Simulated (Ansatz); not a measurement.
## Tetradymite Sb2Te3

Method: r²SCAN0 (Ansatz, a first-principles code, plane waves, PAW).

Run with plane-wave cutoff 520 eV, 6×6×6 k mesh, Fermi–Dirac smearing 0.01 eV, scalar-relativistic PAW data made under PBE.

Cell (measured lattice):

Sb$_{2}$Te$_{3}$ is taken in the trigonal space group R-3m, hexagonal axes (No. 166), Pearson symbol hR5. Cell: a = 4.2558 Å, b = 4.2558 Å, c = 30.3629 Å, α = 90.00°, β = 90.00°, γ = 120.00°. Sb on 6c is surrounded by 3 Te at 2.996 Å and 3 Te at 3.151 Å (octahedral). Te1 on 3a sees 6 Sb at 3.151 Å (octahedral). Te2 on 6c has 3 Sb at 2.996 Å (trigonal pyramidal). (Neighbours: up to the widest gap in distance over summed covalent radii, below 1.35, at either atom.)
(The calculation used a cell of 5 atoms; values per cell refer to that cell.)

```json
{
  "band_gap": "0.72 eV (on the SCF k mesh)"
}
```

Measured, for comparison: band gap 0.3 eV (temperature not stated, not corrected to a static lattice, compiled measured gap; kind and temperature not stated, our sources range from 0.17 to 0.30; as tabulated in Kothakonda et al. (2022), arXiv:2208.02841).

Note: cell and atoms aren't relaxed at this level (largest force component 0.44 eV/Å, pressure 0.6 GPa).

Spin–orbit coupling is not included; with these elements it can move the gap by several tenths of an eV or more.

The computed numbers hold no vibrational or temperature effects.
